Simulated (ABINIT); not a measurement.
## Quasiparticle gap of BP (F-43m) in ABINIT

Aim: the G0W0 gap of BP (F-43m) on PBE, step by step.

Method: PBE and many-body steps on it, plane waves, in ABINIT 10.8.3.

Most raw output is cut from this account.

## (1) Starting point

It takes space group F-43m (No. 216, cubic). Conventional cell: a = 4.538 Å, b = 4.538 Å, c = 4.538 Å, α = 90.00°, β = 90.00°, γ = 90.00°. Nearest to B lie 4 P at 1.97 Å. P has 4 B at 1.97 Å nearest. Farther neighbours are not listed.

The cell and positions come from the Crystallography Open Database and are kept as given unless a step says otherwise.

## (2) Ground state

This step: ABINIT 10.8.3; DFT, PBE, plane waves, norm-conserving pseudopotentials.

The ground-state density comes first.

The input, run.abi:

```
acell 3*1.0 Angstrom
rprim 
  0.000000000000 2.269000000000 2.269000000000
  2.269000000000 0.000000000000 2.269000000000
  2.269000000000 2.269000000000 0.000000000000
ntypat 2
znucl 5 15
natom 2
typat 1 2
xred 
  0.000000000000 0.000000000000 0.000000000000
  0.250000000000 0.250000000000 0.250000000000
pp_dirpath "pseudos"
pseudos "B.upf, P.upf"
ecut 34
ngkpt 8 8 8
nshiftk 1
shiftk 0 0 0
kptopt 1
chksymbreak 0
nband 9
occopt 1
tolvrs 1e-10
nstep 60
prtwf 0
optforces 0
optstress 0
indata_prefix "in"
outdata_prefix "out"
tmpdata_prefix "tmp"
```

Started as:

```bash
> OMP_NUM_THREADS=1 mpirun -n 4 abinit run.abi > log
```

Wall time 4.1 s (4 MPI ranks of Arm Neoverse V1, shared host); peak memory 0.25 GiB.

This step gave:

```
total energy               : -269.3032 eV
gap                        : 1.280 eV
k of the valence top       : 0, 0, 0
k of the conduction bottom : 0.375, 0.375, 0
least direct gap           : 3.407 eV
```

The gap is indirect, with the least direct gap 2.13 eV higher.

## (3) Bands along the symmetry lines

The cheap functional maps the bands first; the places of the edges decide which points the dearer methods must see.

The input, run.abi:

```
acell 3*1.0 Angstrom
rprim 
  0.000000000000 2.269000000000 2.269000000000
  2.269000000000 0.000000000000 2.269000000000
  2.269000000000 2.269000000000 0.000000000000
ntypat 2
znucl 5 15
natom 2
typat 1 2
xred 
  0.000000000000 0.000000000000 0.000000000000
  0.250000000000 0.250000000000 0.250000000000
pp_dirpath "pseudos"
pseudos "B.upf, P.upf"
ecut 34
iscf -2
irdden 1
kptopt 0
nkpt 50
kpt 
  0.00000000 0.00000000 0.00000000
  -0.06250000 -0.06250000 0.00000000
  -0.12500000 -0.12500000 0.00000000
  -0.18750000 -0.18750000 0.00000000
  -0.25000000 -0.25000000 0.00000000
  -0.31250000 -0.31250000 0.00000000
  -0.37500000 -0.37500000 0.00000000
  -0.43750000 -0.43750000 0.00000000
  -0.50000000 -0.50000000 0.00000000
  -0.48437500 -0.48437500 0.03125000
  -0.46875000 -0.46875000 0.06250000
  -0.45312500 -0.45312500 0.09375000
  -0.43750000 -0.43750000 0.12500000
  -0.42187500 -0.42187500 0.15625000
  -0.40625000 -0.40625000 0.18750000
  -0.39062500 -0.39062500 0.21875000
  -0.37500000 -0.37500000 0.25000000
  -0.37500000 0.00000000 0.37500000
  -0.32812500 0.00000000 0.32812500
  -0.28125000 0.00000000 0.28125000
  -0.23437500 0.00000000 0.23437500
  -0.18750000 0.00000000 0.18750000
  -0.14062500 0.00000000 0.14062500
  -0.09375000 0.00000000 0.09375000
  -0.04687500 0.00000000 0.04687500
  0.00000000 0.00000000 0.00000000
  0.00000000 0.00000000 0.06250000
  0.00000000 0.00000000 0.12500000
  0.00000000 0.00000000 0.18750000
  0.00000000 0.00000000 0.25000000
  0.00000000 0.00000000 0.31250000
  0.00000000 0.00000000 0.37500000
  0.00000000 0.00000000 0.43750000
  0.00000000 0.00000000 0.50000000
  -0.06250000 -0.03125000 0.46875000
  -0.12500000 -0.06250000 0.43750000
  -0.18750000 -0.09375000 0.40625000
  -0.25000000 -0.12500000 0.37500000
  -0.31250000 -0.15625000 0.34375000
  -0.37500000 -0.18750000 0.31250000
  -0.43750000 -0.21875000 0.28125000
  -0.50000000 -0.25000000 0.25000000
  -0.50000000 -0.28125000 0.21875000
  -0.50000000 -0.31250000 0.18750000
  -0.50000000 -0.34375000 0.15625000
  -0.50000000 -0.37500000 0.12500000
  -0.50000000 -0.40625000 0.09375000
  -0.50000000 -0.43750000 0.06250000
  -0.50000000 -0.46875000 0.03125000
  -0.50000000 -0.50000000 0.00000000
istwfk *1
nband 14
nbdbuf 5
tolwfr 1e-07
nstep 50
prtwf 0
prtvol 0
indata_prefix "in"
outdata_prefix "out"
tmpdata_prefix "tmp"
```

Run time: 4 s. Hardware: 4 MPI ranks; peak memory 0.24 GiB; 16 s of CPU time.

This step gave:

```yaml
gap: 1.260 eV
k_of_the_valence_top: 0, 0, 0
k_of_the_conduction_bottom: -0.4375, -0.4375, 0
least_direct_gap: 3.407 eV
```

The gap is 1.260 eV, −0.020 eV from the run before at this level.

Electronic bands along the path, in eV, zero at the top of the highest filled band; v1 is the highest filled band, c1 the lowest empty one:

| point | v4 | v3 | v2 | v1 | c1 | c2 | c3 | c4 |
| --- | --- | --- | --- | --- | --- | --- | --- | --- |
| Γ | -15.46 | 0.00 | 0.00 | 0.00 | 3.41 | 3.41 | 3.41 | 7.36 |
| halfway | -13.98 | -3.69 | -2.73 | -2.73 | 1.82 | 4.96 | 7.71 | 7.71 |
| X | -10.61 | -8.58 | -4.11 | -4.11 | 1.35 | 1.67 | 12.07 | 12.07 |
| halfway | -10.55 | -8.46 | -5.05 | -3.96 | 1.65 | 3.01 | 11.32 | 11.62 |
| U | -10.61 | -8.16 | -6.22 | -3.50 | 2.16 | 6.00 | 9.71 | 10.59 |
| jump to K | -10.61 | -8.16 | -6.22 | -3.50 | 2.16 | 6.00 | 9.71 | 10.59 |
| halfway | -13.81 | -4.91 | -3.87 | -1.08 | 4.56 | 5.09 | 6.13 | 8.30 |
| Γ | -15.46 | 0.00 | 0.00 | 0.00 | 3.41 | 3.41 | 3.41 | 7.36 |
| halfway | -14.35 | -4.84 | -1.12 | -1.12 | 4.00 | 4.76 | 4.76 | 9.60 |
| L | -12.14 | -9.03 | -1.76 | -1.76 | 3.78 | 4.72 | 4.72 | 10.13 |
| halfway | -11.48 | -8.44 | -4.52 | -3.11 | 4.19 | 5.20 | 8.29 | 9.77 |
| W | -10.33 | -8.05 | -5.67 | -5.47 | 5.33 | 6.77 | 7.23 | 7.45 |
| halfway | -10.48 | -8.36 | -4.93 | -4.86 | 2.90 | 3.37 | 10.21 | 10.99 |
| X | -10.61 | -8.58 | -4.11 | -4.11 | 1.35 | 1.67 | 12.07 | 12.07 |

## (4) Empty states on the mesh, 6×6×6 mesh, 140 bands

The sums over transitions need many empty states on a uniform mesh; this step solves for them.

The input, run.abi:

```
acell 3*1.0 Angstrom
rprim 
  0.000000000000 2.269000000000 2.269000000000
  2.269000000000 0.000000000000 2.269000000000
  2.269000000000 2.269000000000 0.000000000000
ntypat 2
znucl 5 15
natom 2
typat 1 2
xred 
  0.000000000000 0.000000000000 0.000000000000
  0.250000000000 0.250000000000 0.250000000000
pp_dirpath "pseudos"
pseudos "B.upf, P.upf"
ecut 34
ngkpt 6 6 6
nshiftk 1
shiftk 0 0 0
kptopt 1
chksymbreak 0
irdden 1
istwfk *1
nband 140
prtvol 0
optdriver 6
gwr_task "HDIAGO"
paral_kgb 0
occopt 1
indata_prefix "in"
outdata_prefix "out"
tmpdata_prefix "tmp"
```

The job ended after 15 s (4 MPI ranks; peak memory 0.74 GiB; 58 s of CPU time).

This step gave:

```
gap                                                           : 1.347 eV
k of the valence top                                          : 0, 0, 0
k of the conduction bottom                                    : 0.5, 0.5, 0
least direct gap                                              : 3.407 eV
k points computed                                             : 16
lowest point of the top converged band, above the valence top : 159.3454 eV
```

On this mesh the gap is 1.347 eV. The earlier step found 1.280 eV, so this mesh misses an edge.

## (5) Screening, 6×6×6 mesh, 132 bands, screening to 244.9 eV

The RPA dielectric matrix is built and inverted for each q.

This step: RPA screening on PBE, plane waves, norm-conserving pseudopotentials.

run.abi, as its differences from that of step 4:

```diff
@@ -20,10 +20,11 @@
 chksymbreak 0
-irdden 1
 istwfk *1
-nband 140
-prtvol 0
-optdriver 6
-gwr_task "HDIAGO"
-paral_kgb 0
 occopt 1
+irdwfk 1
+optdriver 3
+nband 132
+ecuteps 9
+inclvkb 2
+awtr 1
+symchi 1
 indata_prefix "in"
```

Wall time 58 s (4 MPI ranks); peak memory 0.89 GiB.

This step gave:

```yaml
eps_infinity_with_local_fields_on_this_mesh_along_the_program_s_q_direction: 9.738
the_same_without_local_fields: 10.65
plasma_frequency: 21.73 eV
plane_waves_in_the_screening_matrix: 181
```

Local fields lower ε∞ by 9 %.

## (6) Self-energy, 6×6×6 mesh, 132 bands, screening to 244.9 eV

The self-energy is evaluated for the states that the input lists, and the levels follow from it, in one-shot runs by the linearised quasiparticle equation.

This step: G0W0 on PBE, plane waves, norm-conserving pseudopotentials.

run.abi, as its differences from that of step 5:

```diff
@@ -23,8 +23,45 @@
 irdwfk 1
-optdriver 3
+optdriver 4
 nband 132
+gwcalctyp 0
+ecutsigx 34
+symsigma 1
+nkptgw 16
+kptgw 
+  0.0000000000 0.0000000000 0.0000000000
+  0.1666666667 0.0000000000 0.0000000000
+  0.3333333333 0.0000000000 0.0000000000
+  0.5000000000 0.0000000000 0.0000000000
+  0.1666666667 0.1666666667 0.0000000000
+  0.3333333333 0.1666666667 0.0000000000
+  0.5000000000 0.1666666667 0.0000000000
+  -0.3333333333 0.1666666667 0.0000000000
+  -0.1666666667 0.1666666667 0.0000000000
+  0.3333333333 0.3333333333 0.0000000000
+  0.5000000000 0.3333333333 0.0000000000
+  -0.3333333333 0.3333333333 0.0000000000
+  0.5000000000 0.5000000000 0.0000000000
+  0.5000000000 0.3333333333 0.1666666667
+  -0.3333333333 0.3333333333 0.1666666667
+  -0.3333333333 0.5000000000 0.1666666667
+bdgw 
+  1 8
+  1 8
+  1 8
+  1 8
+  1 8
+  1 8
+  1 8
+  1 8
+  1 8
+  1 8
+  1 8
+  1 8
+  1 8
+  1 8
+  1 8
+  1 8
 ecuteps 9
-inclvkb 2
-awtr 1
-symchi 1
+irdscr 1
+ppmodel 1
 indata_prefix "in"
```

Wall time 9.4 min (4 MPI ranks); peak memory 1 GiB.

Numbers from this step:

- G0W0 gap on the mesh: 2.063 eV
- starting gap on the mesh: 1.347 eV
- k of the valence top: 0, 0, 0
- k of the conduction bottom: 0.5, 0.5, 0
- Z at the valence top: 0.791
- Z at the conduction bottom: 0.805
- least direct G0W0 gap on the computed points: 4.280 eV

The gap on the mesh goes from 1.35 eV to 2.06 eV, a correction of +0.72 eV. The start differs from the 1.28 eV found before because the two sample other k points.

Limits: finite bands, cutoff and mesh. v1 is the top filled band, c1 the lowest empty one. The levels before and after the correction (eV, zero at the valence-band top of each column):

|  | conduction bottom | valence top |
| --- | --- | --- |
| Kohn-Sham | 1.35 | 0.00 |
| G0W0 | 2.06 | 0.00 |

|  | level | energy (eV) |
| --- | --- | --- |
| Kohn-Sham | Γ v3-v1 | 0.000 |
| Kohn-Sham | Γ c1-c3 | 3.407 |
| Kohn-Sham | (0.5 0.5 0) v3 | -8.578 |
| Kohn-Sham | (0.5 0.5 0) v2-v1 | -4.114 |
| Kohn-Sham | (0.5 0.5 0) c1 | 1.347 |
| Kohn-Sham | (0.5 0.5 0) c2 | 1.667 |
| Kohn-Sham | (0.5 0.5 0) c3 | 12.066 |
| G0W0 | Γ v3-v1 | 0.000 |
| G0W0 | Γ c1-c3 | 4.280 |
| G0W0 | (0.5 0.5 0) v3 | -8.892 |
| G0W0 | (0.5 0.5 0) v2-v1 | -4.292 |
| G0W0 | (0.5 0.5 0) c1 | 2.063 |
| G0W0 | (0.5 0.5 0) c2 | 2.437 |
| G0W0 | (0.5 0.5 0) c3 | 13.016 |

## (7) Where the time went

Times are wall times on 4 MPI ranks of Arm Neoverse V1, shared host. The host was busy with other work, so they are no guide to cost.

| step | time | share | memory (GiB) |
| --- | --- | --- | --- |
| ground state | 4.1 s | 1 % | 0.25 |
| bands along the symmetry lines | 4 s | 1 % | 0.24 |
| empty states on the mesh | 15 s | 2 % | 0.74 |
| screening | 58 s | 9 % | 0.89 |
| self-energy | 9.4 min | 87 % | 1 |

## (8) Summary of results

```yaml
pbe_gap: 1.26 eV, indirect
g0w0_gap_on_the_mesh: 2.06 eV
g0w0_gap_over_the_zone_rigid_shift: 1.98 eV
gw_settings: 6×6×6 mesh, 132 bands, screening to 244.9 eV, Godby-Needs plasmon pole
known_limits: not at the basis limit
```

In words: G0W0 moves the gap on the mesh from 1.35 eV to 2.06 eV (+0.72 eV), with Z of 0.79 and 0.81 at the edges. The mesh misses the band edges by 0.09 eV in all; a rigid shift gives 1.98 eV for the zone. Local fields lower the RPA ε∞ on this mesh from 10.65 to 9.74. The dearest step here is «self-energy». Bands and cutoff are finite, so the gap is not at the basis limit. The miss can reach some tenths of an eV and take either sign; the mesh is an error of its own. A denser mesh or path gives a starting gap of 1.26 eV: the GW mesh misses a band edge, so its gaps are not the fundamental one.

[Paths, hosts, dates, memory and timing lines, banners, echoed tables and standing remarks are left out of the program output.]

[Logs are printed without paths, hosts, clocks, repeated set-up lines and the standing remarks that a program may print on its own settings, such as how far it seeks lower states.]

[Runs of the session that timed out or met a known fault of the program may be left out.]

[Hosts, paths, dates, database ids (printed as entryN), source tags and the programs' standing remarks are cut or masked in the printed files.]

[G0W0 gaps are taken among the corrected bands and points alone; a level outside them can change the order at an edge.]

[Where Ansatz stands beside ABINIT at settings called matched, ABINIT's density can come from a denser mesh and the files from another edition; pairs whose starting gaps differed by over 0.03 eV were left out, so agreement reads better than it is.]
